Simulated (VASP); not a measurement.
**SnO (Romarchite): band structure with TB-mBJ**

Crystal: SnO (Romarchite).

```
Sn O
1.0
     3.83538    0.00000    0.00000
     0.00000    3.83538    0.00000
     0.00000    0.00000    4.72805
Sn O
2 2
Direct
  0.50000 0.00000 0.24596
  0.00000 0.50000 0.75404
  0.00000 0.00000 0.00000
  0.50000 0.50000 0.00000
```

| Quantity | Value |
| --- | --- |
| Program | VASP 6.6.1 |
| Task | band structure |
| Functional | TB-mBJ |
| Potentials or basis | VASP PAW PBE potentials, release 64 (Sn_d, O) |
| Cutoff | 520 eV |
| k mesh | 8 × 8 × 6 |
| Occupations | gaussian, width 0.03 eV |
| Spin | no spin polarisation |
| Further INCAR settings | ALGO = Normal; EDIFF = 1e-07 |

- Band gap on the k mesh: 0.08 eV, indirect (least direct gap 2.22 eV)
- Band gap along the path: 0.08 eV, indirect (least direct gap 2.22 eV)

Levels at the corners of the path, in eV from the valence-band top:
```csv
point,band 18,band 19,band 20,band 21,band 22,band 23
Γ,-3.72,-3.72,0.00,2.66,4.45,4.45
X,-5.24,-3.02,-3.02,3.60,3.60,5.90
X,-5.24,-3.02,-3.02,3.60,3.60,5.90
M,-3.13,-2.14,-2.14,0.08,0.08,4.92
M,-3.13,-2.14,-2.14,0.08,0.08,4.92
Γ,-3.72,-3.72,0.00,2.66,4.45,4.45
Γ,-3.72,-3.72,0.00,2.66,4.45,4.45
Z,-3.73,-2.70,-2.61,2.46,2.91,2.91
Z,-3.73,-2.70,-2.61,2.46,2.91,2.91
R,-5.20,-2.11,-2.11,2.96,2.96,5.38
R,-5.20,-2.11,-2.11,2.96,2.96,5.38
A,-3.13,-2.92,-2.92,2.22,2.22,4.75
A,-3.13,-2.92,-2.92,2.22,2.22,4.75
Z,-3.73,-2.70,-2.61,2.46,2.91,2.91
X,-5.24,-3.02,-3.02,3.60,3.60,5.90
R,-5.20,-2.11,-2.11,2.96,2.96,5.38
M,-3.13,-2.14,-2.14,0.08,0.08,4.92
A,-3.13,-2.92,-2.92,2.22,2.22,4.75
```

Wall time 3.5 min on 2 MPI ranks on AMD EPYC 9R45 (Zen 5), with other jobs on the host, peak memory 0.24 GiB a rank.

Caveat: spin-orbit coupling is left out, which moves the levels of the heavy elements.
